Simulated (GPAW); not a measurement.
Crystal: ZnO (zincite).

```
CELL_PARAMETERS angstrom
3.24931 0.00000 0.00000
-1.62465 2.81398 0.00000
0.00000 0.00000 5.20571
ATOMIC_POSITIONS crystal
Zn 0.66667 0.33333 0.00000
Zn 0.33333 0.66667 0.50000
O 0.33333 0.66667 0.87901
O 0.66667 0.33333 0.37901
```

Base run:

```yaml
Program: GPAW 26.7.0
Functional: PBE
Potentials_or_basis: JTH PAW 2.0, PBE
Cutoff: 800 eV
Basis: pw
k_mesh: 6 × 6 × 3
Occupations: fermi-dirac, width 0.05 eV
Spin: no spin polarisation
```

Its results: band gap on the k mesh 0.80 eV, direct; pressure 4.0 GPa; largest force 0.070 eV/Å.

Question: The run is repeated on the same cell with these changes: potentials or basis from JTH PAW 2.0, PBE to PAW data sets generated in the run's folder for this functional; cutoff from 800 eV to 600 eV; k mesh from 6 × 6 × 3 to 8 × 8 × 4. What comes out?

Answer: Band gap on the k mesh 0.79 eV, direct; pressure 1.3 GPa; largest force 0.075 eV/Å.

Caveats: the program truncates these outside data sets (some runs); the cutoff is short for stress and forces, so pressures can be off by a GPa or more (some runs).

Not every run made on this cell is shown here.
